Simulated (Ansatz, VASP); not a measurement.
# InGa3As4 (random alloy of the zinc-blende GaAs-InAs line, x = 0.25) in two plane-wave programs

One calculation is typed for both programs; each brings its own data sets. How far apart do they land? Of the first pair: The structure shown is the start of the Ansatz relaxation below; VASP solves that cell, so the two are compared at the walk's first step.

Calculated with Ansatz 0.2.0; plane waves, with VASP 6.6.1 beside it; PBE.

### 1. The starting structure

The cell holds 64 atoms: 24 Ga, 32 As and 8 In. Its edges and angles: a = 11.720 Å, b = 11.720 Å, c = 11.720 Å, α = 90.0°, β = 90.0°, γ = 90.0°. It derives from GaAs (zinc-blende GaAs-InAs), repeated 2×2×2. Zinc-blende GaAs-InAs: 64 atoms, 8 of 32 Ga sites given to In at random, cell and internal coordinates interpolated linearly between the end members (Vegard's rule); (so at first; earlier steps may have moved the atoms), displaced by a Gaussian of 0.02 A. Lattice constants are starting values near those of PBE.

### 2. Ansatz: relaxation, PBE

Ansatz runs on its default PAW (the set named soft_2) files.

The two programs are compared at the cell with which this relaxation starts, whose forces are those of its first step.

input.yaml

```yaml
crystal:
  lattice:
    - [11.72, 0.0, 0.0]
    - [0.0, 11.72, 0.0]
    - [0.0, 0.0, 11.72]
  atoms:
    - { symbol: Ga, position: [0.00277, 0.99896, 0.9991] }
    - { symbol: As, position: [0.12317, 0.12648, 0.12107] }
    - { symbol: Ga, position: [0.00298, 0.2487, 0.25054] }
    - { symbol: As, position: [0.12457, 0.3775, 0.37148] }
    - { symbol: Ga, position: [0.24945, 0.99934, 0.25193] }
    - { symbol: As, position: [0.37312, 0.12471, 0.3735] }
    - { symbol: Ga, position: [0.25007, 0.25099, 0.99812] }
    - { symbol: As, position: [0.37695, 0.37654, 0.12586] }
    - { symbol: In, position: [0.00154, 0.99883, 0.49979] }
    - { symbol: As, position: [0.1234, 0.12454, 0.62591] }
    - { symbol: Ga, position: [0.99882, 0.24932, 0.74883] }
    - { symbol: As, position: [0.12356, 0.37385, 0.87498] }
    - { symbol: Ga, position: [0.24809, 0.0004, 0.75283] }
    - { symbol: As, position: [0.37627, 0.12467, 0.87349] }
    - { symbol: Ga, position: [0.24872, 0.25289, 0.50009] }
    - { symbol: As, position: [0.37391, 0.37533, 0.62858] }
    - { symbol: Ga, position: [0.00021, 0.50105, 0.00051] }
    - { symbol: As, position: [0.1244, 0.62305, 0.1244] }
    - { symbol: In, position: [0.99964, 0.751, 0.25143] }
    - { symbol: As, position: [0.12659, 0.87549, 0.37651] }
    - { symbol: Ga, position: [0.24871, 0.50214, 0.25088] }
    - { symbol: As, position: [0.37449, 0.62583, 0.37487] }
    - { symbol: Ga, position: [0.25193, 0.75259, 0.00373] }
    - { symbol: As, position: [0.37262, 0.87254, 0.12414] }
    - { symbol: In, position: [0.00027, 0.5015, 0.50054] }
    - { symbol: As, position: [0.12155, 0.62448, 0.62641] }
    - { symbol: In, position: [0.00039, 0.7513, 0.74962] }
    - { symbol: As, position: [0.12466, 0.87532, 0.8757] }
    - { symbol: Ga, position: [0.25034, 0.5002, 0.74886] }
    - { symbol: As, position: [0.37564, 0.62521, 0.87693] }
    - { symbol: In, position: [0.25205, 0.75032, 0.49936] }
    - { symbol: As, position: [0.37391, 0.87572, 0.62513] }
    - { symbol: Ga, position: [0.49941, 7.0e-05, 0.99894] }
    - { symbol: As, position: [0.62619, 0.12424, 0.12709] }
    - { symbol: Ga, position: [0.50069, 0.25101, 0.24813] }
    - { symbol: As, position: [0.62529, 0.37626, 0.37337] }
    - { symbol: Ga, position: [0.74955, 6.0e-05, 0.24766] }
    - { symbol: As, position: [0.87554, 0.12644, 0.37353] }
    - { symbol: Ga, position: [0.7506, 0.24776, 0.99993] }
    - { symbol: As, position: [0.87224, 0.37691, 0.1257] }
    - { symbol: Ga, position: [0.49996, 0.99868, 0.50217] }
    - { symbol: As, position: [0.62836, 0.12183, 0.62711] }
    - { symbol: Ga, position: [0.50278, 0.25058, 0.74795] }
    - { symbol: As, position: [0.62647, 0.37469, 0.87397] }
    - { symbol: Ga, position: [0.7479, 0.00094, 0.75135] }
    - { symbol: As, position: [0.87394, 0.12589, 0.87305] }
    - { symbol: Ga, position: [0.75137, 0.25008, 0.49968] }
    - { symbol: As, position: [0.87483, 0.37648, 0.62628] }
    - { symbol: Ga, position: [0.5009, 0.50023, 0.00013] }
    - { symbol: As, position: [0.62606, 0.6254, 0.12616] }
    - { symbol: Ga, position: [0.49947, 0.74584, 0.25177] }
    - { symbol: As, position: [0.62873, 0.87575, 0.37483] }
    - { symbol: In, position: [0.74977, 0.4998, 0.25003] }
    - { symbol: As, position: [0.87309, 0.62412, 0.3733] }
    - { symbol: Ga, position: [0.75042, 0.74949, 0.00085] }
    - { symbol: As, position: [0.8747, 0.87668, 0.12536] }
    - { symbol: In, position: [0.50374, 0.49676, 0.4989] }
    - { symbol: As, position: [0.62654, 0.62931, 0.62458] }
    - { symbol: In, position: [0.50007, 0.74961, 0.75227] }
    - { symbol: As, position: [0.62451, 0.87616, 0.87445] }
    - { symbol: Ga, position: [0.74783, 0.50054, 0.75086] }
    - { symbol: As, position: [0.87721, 0.62481, 0.87395] }
    - { symbol: Ga, position: [0.75096, 0.75041, 0.50048] }
    - { symbol: As, position: [0.87488, 0.87698, 0.62563] }
kpoints:
  mp_grid: { grid: [1, 1, 1] }
hamiltonian:
  xc: pbe
scf:
  occupations: { method: fermi_dirac, width: 0.025 }
output:
  forces: true
relax:
  f_tol: 0.04
  max_steps: 150
  cell: {}
```

On the command line:

```
ansatz run input.yaml --threads 4 --pin off --max-ram 8192MiB --backend cpu --events-out ev --progress --plain --runs-dir out
```

Numbers of over 12 decimals in the logs are rounded to 6 here.

Output:

```text
Engine: ansatz 0.2.0, aarch64-unknown-linux-gnu
Pseudopotentials: kind: paw
Pseudopotential: Ga, paw, valence charge 13, recommended cutoff 420 eV (normal), Ga.paw.azcp
Pseudopotential: As, paw, valence charge 15, recommended cutoff 420 eV (normal), As.paw.azcp
Pseudopotential: In, paw, valence charge 13, recommended cutoff 420 eV (normal), In.paw.azcp
Functional definition: PBE
  parameter kappa = 0.804
  parameter beta = 0.066725
  exchange = pbe_x(kappa = kappa, mu = beta*pi^2/3)
  correlation = pbe_c(beta = beta)
Crystal: 64 atoms, lattice volume = 1609.840 Å³
Basis set: ecut = 420 eV, 31439 PW (Γ), exchange–correlation on 160×160×160 points (8 copies of the dense FFT grid, shifted against one another)
Bands: 538, of which v1, the nominal top of the filled ones, is band 448 counted from 1 (447 counted from 0)
Symmetry: 1 space group operations
Space group: P1 (ITA 1), of the structure as read, at distance tolerance 1.2e-4 Å
k-points: 1
Non-local potential: Ga, projectors of the file, l = 0: 2, l = 1: 2, l = 2: 3, l = 3: 1
Non-local potential: As, projectors of the file, l = 0: 2, l = 1: 2, l = 2: 3, l = 3: 1
Non-local potential: In, projectors of the file, l = 0: 2, l = 1: 2, l = 2: 2, l = 3: 2
PAW form: soft (Blöchl's): semilocal exchange-correlation on the pseudo side does not see the compensation charge
PAW one-centre angular grid: Ga, 590 points (default); XC on 64 Gauss nodes
PAW one-centre angular grid: As, 590 points (default); XC on 64 Gauss nodes
PAW one-centre angular grid: In, 590 points (default); XC on 64 Gauss nodes
Initial density: superposition of atomic densities (neutral atoms: chi_scale 0, normalization atom), corrected by the library's trained network
Initial wavefunctions: pseudopotential atomic-orbital guess
Functional: x = pbe(κ = 0.804, μ = 0.219515), c = pbe(β = 0.066725)
SCF iter   1: F=—  HF=-290983.602473 eV  |F-HF|=—  |Δ(HF+E_count)|=         —  Δρ=1.08e-3  dr2=2.84e-2  ethr=1.77e-3  ⟨swp⟩=6.0  Hψ=1973  notcnv=0
preconditioner: auto → LDOS  [metal: Δε(μ)=0.032 eV  Ē_g=14.166 eV  σ=0.025 eV  W_gap=0.30  n_scr=436 (ndim 8)  ℏωp=22.2 eV  f_vac=0.108  D(μ)=48.34/eV (n_scr^D=340)  β→1.0]
SCF iter   2: F=—  HF=-290983.579341 eV  |F-HF|=—  |Δ(HF+E_count)|=   2.31e-2  Δρ=8.62e-4  dr2=1.17e-2  ethr=3.17e-6  ⟨swp⟩=2.0  Hψ=1078  notcnv=0  defer=79
SCF iter   3: F=—  HF=-290983.573334 eV  |F-HF|=—  |Δ(HF+E_count)|=   6.01e-3  Δρ=2.32e-4  dr2=1.68e-3  ethr=1.30e-6  ⟨swp⟩=2.0  Hψ=908  notcnv=0  defer=79
SCF iter   4: F=—  HF=-290983.572905 eV  |F-HF|=—  |Δ(HF+E_count)|=   4.29e-4  Δρ=1.04e-4  dr2=6.85e-4  ethr=1.88e-7  ⟨swp⟩=2.0  Hψ=748  notcnv=0  defer=79
SCF iter   5: F=—  HF=-290983.572814 eV  |F-HF|=—  |Δ(HF+E_count)|=   9.16e-5  Δρ=6.79e-5  dr2=3.35e-4  ethr=7.65e-8  ⟨swp⟩=3.0  Hψ=908  notcnv=0  defer=79
SCF iter   6: F=—  HF=-290983.572745 eV  |F-HF|=—  |Δ(HF+E_count)|=   6.92e-5  Δρ=3.26e-5  dr2=7.04e-5  ethr=3.74e-8  ⟨swp⟩=2.0  Hψ=701  notcnv=0  defer=79
SCF iter   7: F=—  HF=-290983.572825 eV  |F-HF|=—  |Δ(HF+E_count)|=   8.01e-5  Δρ=1.48e-5  dr2=7.20e-6  ethr=7.85e-9  ⟨swp⟩=2.0  Hψ=623  notcnv=0  defer=79
SCF iter   8: F=—  HF=-290983.572823 eV  |F-HF|=—  |Δ(HF+E_count)|=   1.17e-6  Δρ=6.48e-6  dr2=1.72e-6  ethr=8.04e-10  ⟨swp⟩=2.0  Hψ=748  notcnv=0  defer=79
SCF iter   9: F=—  HF=-290983.572823 eV  |F-HF|=—  |Δ(HF+E_count)|=   6.17e-9  Δρ=2.62e-6  dr2=6.19e-7  ethr=1.92e-10  ⟨swp⟩=2.0  Hψ=908  notcnv=0  defer=79
SCF iter  10: F=—  HF=-290983.572823 eV  |F-HF|=—  |Δ(HF+E_count)|=   8.64e-8  Δρ=1.72e-6  dr2=2.70e-7  ethr=6.91e-11  ⟨swp⟩=2.0  Hψ=908  notcnv=0  defer=79
SCF iter  11: F=-290983.572823 eV  HF=-290983.572823 eV  |F-HF|=8.66e-8  |Δ(HF+E_count)|=   2.91e-8  Δρ=1.17e-6  dr2=8.11e-8  ethr=1.12e-11  ⟨swp⟩=2.0  Hψ=1427  notcnv=0
SCF 1 converged in 11 iterations: F = -290983.572823 eV  dr2 = 8.11e-8
  greatest PAW one-centre occupation: 0.999 electrons in one spin orbital (limit 2), on the As atom at site 35 (counted from 0), in its partial waves of l = 2
relax step   1: F+E_penalty+E_count = -290983.57282322 eV  Δ(F+E_penalty+E_count) = +0.000e0 eV  max|allowed force component| = 1.903e0 eV/Å  Δτ_max = 0.0000 Å  P = +1.830 GPa  Ω = 1609.840 Å³  (11 SCF iters, dr2 threshold 1.00e-7 eV, accepted)
Crystal: 64 atoms, lattice volume = 1656.797 Å³
Basis set: ecut = 420 eV, 32403 PW (Γ), exchange–correlation on 160×160×160 points (8 copies of the dense FFT grid, shifted against one another)
Initial density: handed on by an earlier stage of this run
Initial wavefunctions: those handed on with the density
iter 1 solved again at ethr=5.97e-5 eV; its pass at ethr=3.10e-3 eV (dr2=5.34e-1 eV) is discarded
SCF iter   1: F=—  HF=-290986.004024 eV  |F-HF|=—  |Δ(HF+E_count)|=         —  Δρ=7.74e-3  dr2=5.38e-1  ethr=5.97e-5  ⟨swp⟩=7.0  Hψ=2427  notcnv=0
[...]
atom  12  As     0.00066098    -0.02170744     0.00980069
  atom  13  Ga    -0.00780404     0.01293077    -0.01377150
  atom  14  As     0.00970108    -0.01902500     0.01554251
  atom  15  Ga    -0.00694784     0.02083894    -0.01246719
  atom  16  As    -0.00056709    -0.01267177     0.01497022
  atom  17  Ga    -0.00534601     0.02191242    -0.00836024
  atom  18  As     0.00738870    -0.02447321     0.00643655
  atom  19  In    -0.00770587     0.01903629    -0.00178148
  atom  20  As     0.00823568    -0.01297060     0.00318075
  atom  21  Ga    -0.00624487     0.01957970    -0.00592054
  atom  22  As     0.00181093    -0.01524550     0.00823882
  atom  23  Ga    -0.00695112     0.02157462    -0.01321319
  atom  24  As     0.01333441    -0.02112994     0.00886847
  atom  25  In     0.00108232     0.01872614    -0.00294018
  atom  26  As    -0.00749835    -0.02473802     0.00803725
  atom  27  In     0.00183659     0.01183909    -0.00886274
  atom  28  As     0.00622175    -0.01760232     0.01628215
  atom  29  Ga     0.00239880     0.01935464    -0.01374428
  atom  30  As     0.00055440    -0.01929368     0.00620900
  atom  31  In     0.00020379     0.01585915    -0.00647761
  atom  32  As     0.00703131    -0.01274422     0.00457404
  atom  33  Ga    -0.01244038     0.02068032    -0.01625032
  atom  34  As     0.01375436    -0.02165531     0.01400813
  atom  35  Ga    -0.00780496     0.02457500    -0.00939735
[...]
atom  57  In    -0.00035681     0.01293203    -0.01383782
  atom  58  As    -0.00547652    -0.01498925     0.01522897
  atom  59  In    -0.00400118     0.01202880    -0.01275322
  atom  60  As     0.00581306    -0.01741586     0.01161768
  atom  61  Ga     0.00149416     0.01528931    -0.00748975
  atom  62  As     0.00367293    -0.01976060     0.00134535
  atom  63  Ga     0.00188851     0.01527063    -0.01318701
  atom  64  As     0.00132849    -0.00850863     0.01411736
  max |Σ_I F_I| component: 1.68e-6 eV/Å
--- Stress (GPa, compression-positive) ---
       -0.016307       0.010408      -0.012493
        0.010408      -0.001823       0.009940
       -0.012493       0.009940      -0.009486
  P = ⅓ Tr σ = -0.0092 GPa (-0.092 kbar)
--- Relaxed structure (6 steps of the walk, 5 accepted, 1 SCFs on fresh bases) ---
  F+E_penalty+E_count = -290986.04364904 eV   max|allowed force component| = 2.474e-2 eV/Å   (the final SCF, on the basis selected at the relaxed cell)
  cell:  # Å, volume = 1640.9049 Å³
    - [11.776655, 0.051526, -0.070457]
    - [0.051526, 11.821371, 0.043626]
    - [-0.070457, 0.043626, 11.787547]
  atoms:
    - { symbol: Ga, position: [0.00174568, 1.002519, 1.000540] }
    - { symbol: As, position: [0.125802, 0.126266, 0.122982] }
    - { symbol: Ga, position: [0.00353197, 0.247277, 0.247095] }
    - { symbol: As, position: [0.131599, 0.368518, 0.367220] }
    - { symbol: Ga, position: [0.255771, 1.003709, 0.246349] }
    - { symbol: As, position: [0.375395, 0.126602, 0.373905] }
    - { symbol: Ga, position: [0.251598, 0.248775, 1.001129] }
    - { symbol: As, position: [0.377182, 0.372728, 0.122916] }
    - { symbol: In, position: [-0.00157171, 1.005726, 0.501440] }
    - { symbol: As, position: [0.129470, 0.133539, 0.632117] }
    - { symbol: Ga, position: [1.000491, 0.248726, 0.754430] }
    - { symbol: As, position: [0.123586, 0.373149, 0.875832] }
    - { symbol: Ga, position: [0.252841, 0.00560765, 0.755912] }
    - { symbol: As, position: [0.376957, 0.127686, 0.877607] }
    - { symbol: Ga, position: [0.252412, 0.247680, 0.501350] }
    - { symbol: As, position: [0.369298, 0.369260, 0.632063] }
    - { symbol: Ga, position: [0.0024418, 0.494732, -0.000891351] }
    - { symbol: As, position: [0.129475, 0.618051, 0.116985] }
    - { symbol: In, position: [1.000787, 0.750559, 0.244311] }
    - { symbol: As, position: [0.129805, 0.886589, 0.365603] }
    - { symbol: Ga, position: [0.253201, 0.493949, 0.244318] }
    - { symbol: As, position: [0.375903, 0.625215, 0.358185] }
    - { symbol: Ga, position: [0.252229, 0.748497, 0.00204549] }
    - { symbol: As, position: [0.375252, 0.878007, 0.122353] }
    - { symbol: In, position: [0.000677979, 0.492912, 0.501813] }
    - { symbol: As, position: [0.132242, 0.619698, 0.631830] }
    - { symbol: In, position: [-0.0010099, 0.749667, 0.756789] }
    - { symbol: As, position: [0.131587, 0.883077, 0.881777] }
    - { symbol: Ga, position: [0.250416, 0.492382, 0.756888] }
    - { symbol: As, position: [0.369022, 0.619357, 0.879685] }
    - { symbol: In, position: [0.255282, 0.750637, 0.498784] }
    - { symbol: As, position: [0.375310, 0.891950, 0.625219] }
    - { symbol: Ga, position: [0.501236, 0.00163967, 1.003040] }
    - { symbol: As, position: [0.623498, 0.127235, 0.123265] }
    - { symbol: Ga, position: [0.499458, 0.244780, 0.248961] }
    - { symbol: As, position: [0.623549, 0.361964, 0.373155] }
    - { symbol: Ga, position: [0.746762, 0.00103234, 0.249020] }
    - { symbol: As, position: [0.867299, 0.134100, 0.365545] }
    - { symbol: Ga, position: [0.751240, 0.247468, 0.998858] }
    - { symbol: As, position: [0.881459, 0.369403, 0.117559] }
    - { symbol: Ga, position: [0.502574, 1.003266, 0.499161] }
    - { symbol: As, position: [0.623095, 0.126336, 0.625793] }
    - { symbol: Ga, position: [0.500957, 0.247838, 0.753464] }
    - { symbol: As, position: [0.623046, 0.374282, 0.876206] }
    - { symbol: Ga, position: [0.748914, 0.00371602, 0.753199] }
    - { symbol: As, position: [0.875664, 0.126121, 0.874014] }
    - { symbol: Ga, position: [0.748818, 0.244835, 0.503186] }
    - { symbol: As, position: [0.867799, 0.367112, 0.631644] }
    - { symbol: Ga, position: [0.499436, 0.496970, 0.000554361] }
    - { symbol: As, position: [0.616894, 0.633163, 0.116327] }
    - { symbol: Ga, position: [0.500864, 0.753301, 0.246375] }
    - { symbol: As, position: [0.622086, 0.877333, 0.373489] }
    - { symbol: In, position: [0.749011, 0.498043, 0.246896] }
    - { symbol: As, position: [0.868368, 0.634152, 0.380459] }
    - { symbol: Ga, position: [0.748831, 0.750770, 0.000568234] }
    - { symbol: As, position: [0.867291, 0.884861, 0.116296] }
    - { symbol: In, position: [0.499687, 0.496262, 0.501229] }
    - { symbol: As, position: [0.635652, 0.624401, 0.626231] }
    - { symbol: In, position: [0.501394, 0.750728, 0.753734] }
    - { symbol: As, position: [0.629166, 0.885186, 0.881000] }
    - { symbol: Ga, position: [0.750064, 0.494257, 0.755596] }
    - { symbol: As, position: [0.867932, 0.618405, 0.883215] }
    - { symbol: Ga, position: [0.746023, 0.753585, 0.502068] }
    - { symbol: As, position: [0.861990, 0.879007, 0.625892] }
```

The column dr2 measures how far the density is from self-consistency, as an energy; F and HF (Harris–Foulkes) agree once it is small.

(Part 1 of 2 ends here.)

[Lines on the potential files, build, host, timing and source positions are cut from VASP's logs without a mark.]

[Logs are printed without paths, hosts, clocks, repeated set-up lines and the standing remarks that a program may print on its own settings, such as how far it seeks lower states.]

[Hosts, paths, dates, database ids (printed as entryN), source tags and the programs' standing remarks are cut or masked in the printed files.]
